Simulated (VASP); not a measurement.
# AlCo (Pm-3m) in VASP: notebook

One crystal, AlCo, is run at these levels: r2SCAN; tasks: relaxation of cell and atoms, relaxation of the atoms.

Program: VASP 6.6.1. These are calculated values, not measurements. Logs are shortened: lines on timing, memory, paths and dates and some standing lists are left out, and cuts for length are marked.

## (1) Starting point

The structure is cubic, space group Pm-3m (No. 221). Conventional cell: a = 2.819 Å, b = 2.819 Å, c = 2.819 Å, α = 90.00°, β = 90.00°, γ = 90.00°. Al (site symmetry m-3m) is surrounded by 8 Co at 2.44 Å. Co (site symmetry m-3m) has 8 Al at 2.44 Å as nearest neighbours.

The cell is a database's computed one.

## (2) Relaxation of cell and atoms, r2SCAN

INCAR

```
SYSTEM = AlCo
  PREC = Accurate
  ENCUT = 600
  EDIFF = 1E-6
  ISMEAR = 1
  SIGMA = 0.1
  LREAL = .FALSE.
  LASPH = .TRUE.
  NELM = 80
  ALGO = Normal
  ISIF = 3
  LWAVE = .FALSE.
  LCHARG = .FALSE.
  METAGGA = R2SCAN
  LMIXTAU = .TRUE.
  IBRION = 2
  NSW = 90
  EDIFFG = -0.01
```

KPOINTS

```
Automatic mesh
0
G
  14 14 14
  0 0 0
```

POSCAR

```
AlCo
1.0
    2.8194032100      0.0000000000      0.0000000000
    0.0000000000      2.8194032100      0.0000000000
    0.0000000000      0.0000000000      2.8194032100
Al Co
1 1
Direct
    0.0000000000      0.0000000000      0.0000000000
    0.5000000000      0.5000000000      0.5000000000
```

Potentials or basis: VASP PAW PBE potentials, release 64 (Al, Co).

Run with:

```bash
> cat potpaw_PBE.64/Al/POTCAR potpaw_PBE.64/Co/POTCAR > POTCAR
> mpirun -np 1 vasp_std > vasp.out
```

OUTCAR:

```text
SYSTEM = AlCo
   PREC = Accurate
   ENCUT = 600
   EDIFF = 1E-6
   ISMEAR = 1
   LREAL = .FALSE.
   LASPH = .TRUE.
   NELM = 80
   ISIF = 3
   METAGGA = R2SCAN
   IBRION = 2
   NSW = 90
   EDIFFG = -0.01

 ion  position               nearest neighbor table
   1  0.000  0.000  0.000-   2 2.44   2 2.44   2 2.44   2 2.44   2 2.44   2 2.44   2 2.44   2 2.44

   2  0.500  0.500  0.500-   1 2.44   1 2.44   1 2.44   1 2.44   1 2.44   1 2.44   1 2.44   1 2.44

  LATTYP: Found a simple cubic cell.
 ALAT       =     2.8194032100

  Lattice vectors:

 A1 = (   2.8194032100,   0.0000000000,   0.0000000000)
 A2 = (   0.0000000000,   2.8194032100,   0.0000000000)
 A3 = (   0.0000000000,   0.0000000000,   2.8194032100)

Analysis of symmetry for initial positions (statically):
=====================================================================
 Subroutine PRICEL returns:
 Original cell was already a primitive cell.

 Routine SETGRP: Setting up the symmetry group for a
 simple cubic supercell.

 Subroutine GETGRP returns: Found 48 space group operations
 (whereof 48 operations were pure point group operations)
 out of a pool of 48 trial point group operations.

The static configuration has the point symmetry O_h .

Analysis of symmetry for dynamics (positions and initial velocities):
=====================================================================
 Subroutine PRICEL returns:
 Original cell was already a primitive cell.

 Routine SETGRP: Setting up the symmetry group for a
 simple cubic supercell.

 Subroutine GETGRP returns: Found 48 space group operations
 (whereof 48 operations were pure point group operations)
 out of a pool of 48 trial point group operations.

The dynamic configuration has the point symmetry O_h .

 Subroutine INISYM returns: Found 48 space group operations
 (whereof 48 operations are pure point group operations),
 and found     1 'primitive' translations

----------------------------------------------------------------------------------------

                                     Primitive cell

  volume of cell :      22.4115

  direct lattice vectors                    reciprocal lattice vectors
     2.819403210  0.000000000  0.000000000     0.354684990  0.000000000  0.000000000
     0.000000000  2.819403210  0.000000000     0.000000000  0.354684990  0.000000000
     0.000000000  0.000000000  2.819403210     0.000000000  0.000000000  0.354684990

  length of vectors
     2.819403210  2.819403210  2.819403210     0.354684990  0.354684990  0.354684990

  position of ions in fractional coordinates (direct lattice)
     0.000000000  0.000000000  0.000000000
     0.500000000  0.500000000  0.500000000

  ion indices of the primitive-cell ions
   primitive index   ion index
                 1           1
                 2           2

----------------------------------------------------------------------------------------

 KPOINTS: Automatic mesh

Automatic generation of k-mesh.
 Grid dimensions read from file:
 generate k-points for:   14   14   14

 Generating k-lattice:

  Cartesian coordinates                     Fractional coordinates (reciprocal lattice)
     0.025334642  0.000000000  0.000000000     0.071428571  0.000000000  0.000000000
     0.000000000  0.025334642  0.000000000     0.000000000  0.071428571  0.000000000
[... 64 lines left out ...]
   ISIF   =      3    stress and relaxation
   ISYM   =      2    0-nonsym 1-usesym 2-fastsym
   POTIM  = 0.5000    time-step for ionic-motion
   TEBEG  =    0.0;   TEEND  =   0.0 temperature during run
   PSTRESS=    0.0 pullay stress
   NELECT =      12.0000    total number of electrons
   NUPDOWN=      -1.0000    fix difference up-down
   EMIN   =  10.00;   EMAX   =-10.00  energy-range for DOS
   EFERMI =   0.00;   METHOD = LEGACY
   ISMEAR =     1;   SIGMA  =   0.10  broadening in eV -4-tet -1-fermi 0-gaus
   EFERMI_NEDOS =   21; number of points for ismear=-14 and -15
   IALGO  =     38    algorithm
   IMIX   =      4    mixing-type and parameters
     AMIX     =   0.40;   BMIX     =  1.00
[... 40 lines left out ...]
 -----------------------------------------------------------------------------
  energy-cutoff  :      600.00
  volume of cell :       22.41
      direct lattice vectors                 reciprocal lattice vectors
     2.819403210  0.000000000  0.000000000     0.354684990  0.000000000  0.000000000
     0.000000000  2.819403210  0.000000000     0.000000000  0.354684990  0.000000000
     0.000000000  0.000000000  2.819403210     0.000000000  0.000000000  0.354684990

 POSITION                                       TOTAL-FORCE (eV/Angst)
 -----------------------------------------------------------------------------------
      0.00000      0.00000      0.00000         0.000000      0.000000      0.000000
      1.40970      1.40970      1.40970         0.000000      0.000000      0.000000
 -----------------------------------------------------------------------------------
    total drift:                                0.000000     -0.000000     -0.000000

  FREE ENERGIE OF THE ION-ELECTRON SYSTEM (eV)
  ---------------------------------------------------
  free  energy   TOTEN  =       -21.0795293259 eV

  energy  without entropy=      -21.0797812512  energy(sigma->0) =      -21.07961330

--------------------------------------- Ionic step        2  -------------------------------------------

 number of electron      11.9999996 magnetization

 Free energy of the ion-electron system (eV)
  ---------------------------------------------------
  ext. energy  EPLUGINS =         0.00000000
  ---------------------------------------------------
  free energy    TOTEN  =       -21.07956359 eV

  energy without entropy =      -21.07982554  energy(sigma->0) =      -21.07965091

 E-fermi :  10.9238     XC(G=0): -13.4111

 val. band max:       10.9171250117   @ k =   0.4286   0.4286   0.0714
 cond. band min:      10.9353789635   @ k =   0.5000   0.3571   0.0000
 fundamental gap:      0.0182539517
 Fermi energy:        10.9237586944

 k-point     1 :       0.0000    0.0000    0.0000
  band No.  band energies     occupation
      1      -1.0271      2.00000
      2       7.6981      2.00000
      3       7.6981      2.00000
      4       9.7806      2.00000
      5       9.7806      2.00000
      6       9.7806      2.00000
      7      17.3698      0.00000
      8      17.3698      0.00000
      9      17.3698      0.00000
     10      20.0139      0.00000
[... 287 lines left out ...]
 k-point    24 :       0.3571    0.2143    0.0000
  band No.  band energies     occupation
      1       2.2989      2.00000
      2       6.4634      2.00000
      3       8.1426      2.00000
      4       8.8162      2.00000
      5       9.0823      2.00000
      6       9.5223      2.00000
      7      11.6477     -0.00000
      8      15.6826      0.00000
      9      19.7870      0.00000
     10      21.4595      0.00000

 [... further k-points ...]

------------------------ aborting loop because EDIFF is reached ----------------------------------------

  FORCE on cell =-STRESS in cart. coord.  units (eV):
  Direction    XX          YY          ZZ          XY          YZ          ZX
  --------------------------------------------------------------------------------------
  -------------------------------------------------------------------------------------
  Total       -0.0000137     -0.0000137     -0.0000137      0.0000000      0.0000000      0.0000000
  in kB       -0.0009738     -0.0009738     -0.0009738      0.0000000      0.0000000      0.0000000
  external PRESSURE =      -0.0009738 kB  Pullay stress =       0.0000000 kB

 VOLUME and BASIS-vectors are now :
 -----------------------------------------------------------------------------
  energy-cutoff  :      600.00
  volume of cell :       22.48
      direct lattice vectors                 reciprocal lattice vectors
     2.822429095 -0.000000000  0.000000000     0.354304738 -0.000000000  0.000000000
     0.000000000  2.822429095  0.000000000     0.000000000  0.354304738 -0.000000000
    -0.000000000  0.000000000  2.822429095    -0.000000000 -0.000000000  0.354304738

 POSITION                                       TOTAL-FORCE (eV/Angst)
 -----------------------------------------------------------------------------------
      0.00000      0.00000      0.00000         0.000000      0.000000      0.000000
      1.41121      1.41121      1.41121        -0.000000     -0.000000      0.000000
 -----------------------------------------------------------------------------------
    total drift:                                0.000000     -0.000000     -0.000000

  FREE ENERGIE OF THE ION-ELECTRON SYSTEM (eV)
  ---------------------------------------------------
  free  energy   TOTEN  =       -21.0795635924 eV

  energy  without entropy=      -21.0798255381  energy(sigma->0) =      -21.07965091

 reached required accuracy - stopping structural energy minimisation
```

Wall time 47 s (1 thread of Intel Xeon 6975P-C (Granite Rapids), shared host); peak memory 0.17 GiB.

Results:

```
Free energy                            : -21.0796 eV
Relaxed volume                         : 11.24 Å³/atom
Relaxed cell                           : a = 2.822 Å, b = 2.822 Å, c = 2.822 Å, α = 90.00°, β = 90.00°, γ = 90.00°
Space group after relaxing (to 0.05 Å) : Pm-3m (No. 221)
Energy gained by relaxing              : 0.0 meV/atom
Ionic steps                            : 2
Pressure after relaxing                : 0.0 GPa
Band gap on the k mesh                 : none (metal or under the smearing width)
```

Final structure:
```
CELL_PARAMETERS angstrom
2.82243 0.00000 0.00000
0.00000 2.82243 0.00000
0.00000 0.00000 2.82243
ATOMIC_POSITIONS crystal
Al 0.00000 0.00000 0.00000
Co 0.50000 0.50000 0.50000
```

Caveat: the PAW data sets were made with another functional, which shifts forces and pressure a little.

## (3) Relaxation of cell and atoms, r2SCAN

This run uses another cell than the first one, of 11.24 Å³/atom, 1.003 times its volume.

INCAR: that of step 2 with these lines changed.

```diff
@@ -3,3 +3,3 @@
   ENCUT = 600
-  EDIFF = 1E-6
+  EDIFF = 1E-7
   ISMEAR = 1
@@ -17,2 +17,2 @@
   NSW = 90
-  EDIFFG = -0.01
+  EDIFFG = -0.005
```

KPOINTS is that of step 2.

POSCAR

```
AlCo                                    
1.0
    2.8224290951     -0.0000000000      0.0000000000
    0.0000000000      2.8224290951      0.0000000000
   -0.0000000000      0.0000000000      2.8224290951
  Al              Co            
     1     1
Direct
     0.0000000000000000    0.0000000000000000    0.0000000000000000
     0.5000000000000000    0.5000000000000000    0.5000000000000000
```

Potentials or basis: VASP PAW PBE potentials, release 64 (Al, Co).

Run with:

```bash
> cat potpaw_PBE.64/Al/POTCAR potpaw_PBE.64/Co/POTCAR > POTCAR
> mpirun -np 1 vasp_std > vasp.out
```

It took 70 s on 1 thread of Intel Xeon 6975P-C (Granite Rapids), shared host; peak memory 0.17 GiB.

Results (log left out):

- Free energy: -21.0796 eV
- Relaxed volume: 11.23 Å³/atom
- Relaxed cell: a = 2.821 Å, b = 2.821 Å, c = 2.821 Å, α = 90.00°, β = 90.00°, γ = 90.00°
- Space group after relaxing (to 0.05 Å): Pm-3m (No. 221)
- Energy gained by relaxing: 0.0 meV/atom
- Ionic steps: 3
- Pressure after relaxing: -0.1 GPa
- Band gap on the k mesh: none (metal or under the smearing width)

Final structure:
```
Al Co
1.0
     2.82135    0.00000    0.00000
     0.00000    2.82135    0.00000
     0.00000    0.00000    2.82135
Al Co
1 1
Direct
  0.00000 0.00000 0.00000
  0.50000 0.50000 0.50000
```

Levels at points of the mesh, in eV from the Fermi level:
```csv
k point,band 2,band 3,band 4,band 5,band 6,band 7,band 8,band 9,band 10
"(0.00, 0.00, 0.00)",-3.23,-3.23,-1.14,-1.14,-1.14,6.45,6.45,6.45,9.09
"(0.50, 0.00, 0.00)",-7.25,-2.55,-2.07,-2.07,-1.03,0.23,8.73,11.25,11.25
"(0.50, 0.50, 0.00)",-3.35,-3.05,-3.05,-1.86,-1.86,-0.21,2.60,3.73,14.07
"(0.50, 0.50, 0.50)",-4.45,-4.45,-0.17,-0.17,2.33,2.33,2.33,5.13,5.56
```

Caveat: the PAW data sets were made with another functional, which shifts forces and pressure a little.

## (4) Relaxation of the atoms, r2SCAN (a relaxed cell with its volume scaled by 0.94)

INCAR: that of step 3 with these lines changed.

```diff
@@ -10,3 +10,3 @@
   ALGO = Normal
-  ISIF = 3
+  ISIF = 2
   LWAVE = .FALSE.
@@ -16,3 +16,3 @@
   IBRION = 2
-  NSW = 90
-  EDIFFG = -0.005
+  NSW = 40
+  EDIFFG = -0.01
```

KPOINTS is that of step 3.

POSCAR

```
AlCo                                    
1.0
    2.7637588230     -0.0000000000     -0.0000000000
   -0.0000000000      2.7637588230     -0.0000000000
    0.0000000000     -0.0000000000      2.7637588230
  Al              Co            
     1     1
Direct
     0.0000000000000000    0.0000000000000000    0.0000000000000000
     0.5000000000000000    0.5000000000000000    0.5000000000000000
```

Run with:

```bash
> cat potpaw_PBE.64/Al/POTCAR potpaw_PBE.64/Co/POTCAR > POTCAR
> mpirun -np 1 vasp_std > vasp.out
```

Wall time 34 s (1 thread of Intel Xeon 6975P-C (Granite Rapids), shared host); peak memory 0.17 GiB.

The run converged. Its results:

* Free energy: -21.0231 eV
* Pressure after relaxing: 14.0 GPa
* Band gap on the k mesh: none (metal or under the smearing width)

Final structure:
```cif
data_structure
_symmetry_space_group_name_H-M 'P 1'
_symmetry_Int_Tables_number 1
_cell_length_a 2.7638
_cell_length_b 2.7638
_cell_length_c 2.7638
_cell_angle_alpha 90.000
_cell_angle_beta 90.000
_cell_angle_gamma 90.000
_cell_volume 21.11
loop_
_atom_site_label
_atom_site_type_symbol
_atom_site_fract_x
_atom_site_fract_y
_atom_site_fract_z
_atom_site_occupancy
Al1 Al 0.00000 0.00000 0.00000 1
Co1 Co 0.50000 0.50000 0.50000 1
```

Levels at points of the mesh, in eV from the Fermi level:
| k point | band 3 | band 4 | band 5 | band 6 | band 7 | band 8 | band 9 | band 10 |
| --- | --- | --- | --- | --- | --- | --- | --- | --- |
| (0.00, 0.00, 0.00) | -3.55 | -1.23 | -1.23 | -1.23 | 6.80 | 6.80 | 6.80 | 9.37 |
| (0.50, 0.00, 0.00) | -2.81 | -2.23 | -2.23 | -1.10 | 0.28 | 8.80 | 11.63 | 11.63 |
| (0.50, 0.50, 0.00) | -3.18 | -3.18 | -2.02 | -2.02 | -0.23 | 2.81 | 4.13 | 14.86 |
| (0.50, 0.50, 0.50) | -4.77 | -0.18 | -0.18 | 2.33 | 2.33 | 2.33 | 5.77 | 5.93 |

Caveat: the relaxation stopped at its first step, so nothing moved; the PAW data sets were made with another functional, which shifts forces and pressure a little. Spin polarisation is off, so any magnetic state and its effect on volume and gap are missing.

## (5) Relaxation of the atoms, r2SCAN (a relaxed cell with its volume scaled by 0.96)

INCAR is that of step 4.

KPOINTS is that of step 4.

POSCAR

```
AlCo                                    
1.0
    2.7832225546     -0.0000000000     -0.0000000000
   -0.0000000000      2.7832225546     -0.0000000000
    0.0000000000     -0.0000000000      2.7832225546
  Al              Co            
     1     1
Direct
     0.0000000000000000    0.0000000000000000    0.0000000000000000
     0.5000000000000000    0.5000000000000000    0.5000000000000000
```

Run with:

```bash
> cat potpaw_PBE.64/Al/POTCAR potpaw_PBE.64/Co/POTCAR > POTCAR
> mpirun -np 1 vasp_std > vasp.out
```

It took 33 s on 1 thread of Intel Xeon 6975P-C (Granite Rapids), shared host; peak memory 0.17 GiB.

Results (log left out):

```yaml
Free_energy: -21.0553 eV
Pressure_after_relaxing: 8.8 GPa
Band_gap_on_the_k_mesh: none (metal or under the smearing width)
```

Final structure:
```xyz
2
Lattice="2.7832 0.0000 0.0000 0.0000 2.7832 0.0000 0.0000 0.0000 2.7832" Properties=species:S:1:pos:R:3 pbc="T T T"
Al    0.0000    0.0000    0.0000
Co    1.3916    1.3916    1.3916
```

Levels at points of the mesh, in eV from the Fermi level:
```csv
k point,band 3,band 4,band 5,band 6,band 7,band 8,band 9,band 10
"(0.00, 0.00, 0.00)",-3.44,-1.20,-1.20,-1.20,6.68,6.68,6.68,9.28
"(0.50, 0.00, 0.00)",-2.72,-2.17,-2.17,-1.07,0.26,8.78,11.50,11.50
"(0.50, 0.50, 0.00)",-3.13,-3.13,-1.96,-1.96,-0.22,2.74,3.99,14.59
"(0.50, 0.50, 0.50)",-4.66,-0.18,-0.18,2.33,2.33,2.33,5.55,5.80
```

Caveat: the relaxation stopped at its first step, so nothing moved; the PAW data sets were made with another functional, which shifts forces and pressure a little. Spin polarisation is off, so any magnetic state and its effect on volume and gap are missing.

## (6) Relaxation of the atoms, r2SCAN (a relaxed cell with its volume scaled by 0.98)

INCAR is that of step 5.

KPOINTS is that of step 5.

POSCAR

```
AlCo                                    
1.0
    2.8024177995     -0.0000000000     -0.0000000000
   -0.0000000000      2.8024177995     -0.0000000000
    0.0000000000     -0.0000000000      2.8024177995
  Al              Co            
     1     1
Direct
     0.0000000000000000    0.0000000000000000    0.0000000000000000
     0.5000000000000000    0.5000000000000000    0.5000000000000000
```

Potentials or basis: VASP PAW PBE potentials, release 64 (Al, Co).

Run with:

```bash
> cat potpaw_PBE.64/Al/POTCAR potpaw_PBE.64/Co/POTCAR > POTCAR
> mpirun -np 1 vasp_std > vasp.out
```

Wall time 31 s (1 thread of Intel Xeon 6975P-C (Granite Rapids), shared host); peak memory 0.17 GiB.

It converged, with:

- Free energy: -21.0736 eV
- Pressure after relaxing: 4.1 GPa
- Band gap on the k mesh: none (metal or under the smearing width)

Final structure:
```
Al Co
1.0
     2.80242    0.00000    0.00000
     0.00000    2.80242    0.00000
     0.00000    0.00000    2.80242
Al Co
1 1
Direct
  0.00000 0.00000 0.00000
  0.50000 0.50000 0.50000
```

Levels at points of the mesh, in eV from the Fermi level:
| k point | band 4 | band 5 | band 6 | band 7 | band 8 | band 9 |
| --- | --- | --- | --- | --- | --- | --- |
| (0.00, 0.00, 0.00) | -1.17 | -1.17 | -1.17 | 6.56 | 6.56 | 6.56 |
| (0.50, 0.00, 0.00) | -2.12 | -2.12 | -1.05 | 0.25 | 8.75 | 11.38 |
| (0.50, 0.50, 0.00) | -3.09 | -1.91 | -1.91 | -0.22 | 2.67 | 3.86 |
| (0.50, 0.50, 0.50) | -0.18 | -0.18 | 2.33 | 2.33 | 2.33 | 5.33 |

Caveat: the relaxation stopped at its first step, so nothing moved; the PAW data sets were made with another functional, which shifts forces and pressure a little. Spin polarisation is off, so any magnetic state and its effect on volume and gap are missing.

## (7) The runs side by side

| task | cell | gap on the mesh (eV) | pressure (GPa) |
| --- | --- | --- | --- |
| relaxation of cell and atoms | relaxed | none | -0.1 |
| relaxation of the atoms | atoms relaxed from: a relaxed cell with its volume scaled by 0.94 | none | 14.0 |
| relaxation of the atoms | atoms relaxed from: a relaxed cell with its volume scaled by 0.96 | none | 8.8 |
| relaxation of the atoms | atoms relaxed from: a relaxed cell with its volume scaled by 0.98 | none | 4.1 |

Alike in all rows: level r2SCAN; potentials or basis VASP PAW PBE potentials, release 64 (Al, Co); no spin polarisation; k mesh 14 × 14 × 14; cutoff (eV) 600; smearing methfessel-paxton 0.1 eV.

Caveats: the PAW data sets were made with another functional, which shifts forces and pressure a little; the relaxation stopped at its first step, so nothing moved (some runs).

Absolute energies hang on the potentials; compare differences alone.
